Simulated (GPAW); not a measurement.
## Fe1 on MgO3 001: anisotropy with GPAW

Aim: the anisotropy of Fe1 on MgO3 001 from the Kohn–Sham states of one collinear run.

Program: GPAW 26.7.0. Level of theory: PBE; plane waves with GPAW's PAW setups, scalar-relativistic. Results are calculated unless marked as measured.

This is a report of a sequence of runs, with most program output left out.

## (1) The structure

The cell holds 7 atoms: 3 Mg, 3 O and 1 Fe. Cell: a = 2.978 Å, b = 2.978 Å, c = 18.362 Å, α = 90.0°, β = 90.0°, γ = 90.0°. ideal sites on the substrate's mesh, layer spacings from atomic volumes, unrelaxed, 12 A of vacuum. Vacuum lies along c.

## (2) Self-consistent state

All later steps read the density of this run.

order1.py

```python
import json
import numpy as np
from ase import Atoms
from ase.parallel import paropen, parprint
from gpaw import GPAW

atoms = Atoms(['Mg', 'O', 'Mg', 'O', 'Mg', 'O', 'Fe'],
    cell=[[2.978334, 0.0, 0.0],
         [0.0, 2.978334, 0.0],
         [0.0, 0.0, 18.362]],
    scaled_positions=[[0.0, 0.0, 0.326762],
         [0.5, 0.5, 0.326762],
         [0.5, 0.5, 0.441455],
         [0.0, 0.0, 0.441455],
         [0.0, 0.0, 0.556149],
         [0.5, 0.5, 0.556149],
         [0.5, 0.5, 0.673238]],
    pbc=True,
    magmoms=[0.0, 0.0, 0.0, 0.0, 0.0, 0.0, 2.6])
atoms.calc = GPAW(mode={'name': 'pw', 'ecut': 600},
    xc='PBE',
    kpts={'size': (16, 16, 1), 'gamma': True},
    occupations={'name': 'fermi-dirac', 'width': 0.05},
    convergence={'density': 1e-05, 'energy': 1e-05},
    maxiter=250,
    mixer={'name': 'pulay', 'beta': 0.03, 'nmaxold': 8, 'weight': 100},
    symmetry={'tolerance': 1e-4},
    txt='order1.txt')
e = atoms.get_potential_energy(force_consistent=True)
res = {'free_energy': e, 'energy_sigma0': atoms.get_potential_energy(), 'fermi_energy': atoms.calc.get_fermi_level()}
res['moments'] = atoms.get_magnetic_moments().tolist()
res['total'] = atoms.get_magnetic_moment()
parprint('site moments (muB):', np.round(res['moments'], 3))
parprint(f"total moment: {res['total']:.3f} muB")
parprint(f'free energy: {e:.6f} eV')
atoms.calc.write('order1.gpw')
with paropen('results.json', 'w') as f:
    json.dump(res, f)
```

Command:

```
OMP_NUM_THREADS=1 mpirun -n 8 gpaw python order1.py > order1.log
```

It took 6.1 min on 8 MPI ranks of Intel Xeon at 2.50GHz (Skylake/Cascade Lake), shared host; peak memory 2.3 GiB; 48 min of CPU time.

Spin moment in the augmentation sphere by atom:

```tsv
atom	spin moment in the augmentation sphere (μB)
Mg1	0.00
O2	0.00
Mg3	0.00
O4	0.00
Mg5	-0.01
O6	0.03
Fe7	3.09
```

Read from the output:

```yaml
magnetization: 3.290 μB
final_state: ferromagnetic
```

After 39 cycles the largest moment stands at 3.09 μB.

## (3) States for the response

The steps that follow sum over empty states, which the ground-state run does not converge; 58 states a spin are converged here at the frozen density and written with their wave functions.

It starts from the saved density of the lowest of the states tried.

nscf.py

```python
from gpaw import GPAW

calc = GPAW('order1.gpw').fixed_density(
    kpts={'size': (24, 24, 1), 'gamma': True},
    nbands=62,
    convergence={'bands': 58, 'eigenstates': 1e-9},
    eigensolver='ppcg',
    parallel={'domain': 1},
    txt='nscf.txt')
calc.write('nscf.gpw', mode='all')
```

Command:

```
OMP_NUM_THREADS=1 mpirun -n 8 gpaw python nscf.py > nscf.log
```

Run time: 14 min. Hardware: 8 MPI ranks; peak memory 3.1 GiB; 1.8 h of CPU time.

## (4) Easy axis by the force theorem

Spin–orbit coupling is added in the basis of the saved states for each direction of the moments. The change in the band energy is the anisotropy energy, with no new self-consistent run.

anisotropy.py

```python
import json
import numpy as np
from ase.parallel import paropen, parprint
from gpaw import GPAW
from gpaw.spinorbit import soc_eigenstates

calc = GPAW('nscf.gpw')
angles = [[0.0, 0.0], [90.0, 0.0], [90.0, 90.0]]  # theta, phi in degrees
res = {'rows': []}
for scale in [1.0]:
    e0 = None
    for theta, phi in angles:
        soc = soc_eigenstates(calc, n2=58, scale=scale, theta=theta, phi=phi)
        e = soc.calculate_band_energy()
        e0 = e if e0 is None else e0
        orbital = soc.get_orbital_magnetic_moments()
        res['rows'].append([scale, theta, phi, 1000 * (e - e0), orbital.tolist()])
        parprint(f'scale {scale} theta {theta:6.1f} phi {phi:6.1f}  dE = {1000 * (e - e0):9.4f} meV  |L| =', np.round(np.linalg.norm(orbital, axis=1), 4))
with paropen('results.json', 'w') as f:
    json.dump(res, f)
```

Command:

```
OMP_NUM_THREADS=1 mpirun -n 8 gpaw python anisotropy.py > anisotropy.log
```

It took 17 s on 8 MPI ranks; peak memory 3 GiB; 2.2 min of CPU time.

Directions, in the order of the table: the normal; the first cell vector; the in-plane normal to it.

Theta from the Cartesian z axis, phi from x; spin up lies along the direction. Anisotropy, by row:

```tsv
spin-orbit scale	theta (degrees)	phi (degrees)	band energy less the first direction's (meV a cell)	orbital moment of atom 7 along the direction (μB)	sum of orbital moments along the direction (μB a cell)
1	0	0	0	0.1674	0.1696
1	90	0	1.307	0.1112	0.1123
1	90	90	1.308	0.1112	0.1123
```

## (5) What came out

- state: ferromagnetic
- largest site moment: 3.09 μB
- spread of the directions' energies: 1.31 meV a cell
- easiest direction tried: the normal

About the ferromagnetic state the directions differ by 1.31 meV a cell, with the normal easiest. No opposed order was compared. The anisotropy comes from the force theorem at a frozen potential; it needs a check on a finer mesh, and shape anisotropy is not in it.

[Logs and program files are shortened in this print: banners, set-up blocks, solver, clock and traceback lines can be left out without a mark of their own.]

[Logs are printed without paths, hosts, clocks, repeated set-up lines and the standing remarks that a program may print on its own settings, such as how far it seeks lower states.]

[Hosts, paths, dates, database ids (printed as entryN), source tags and the programs' standing remarks are cut or masked in the printed files.]

[Where a cell is said to come from a database of computed structures, the database is the Materials Project.]
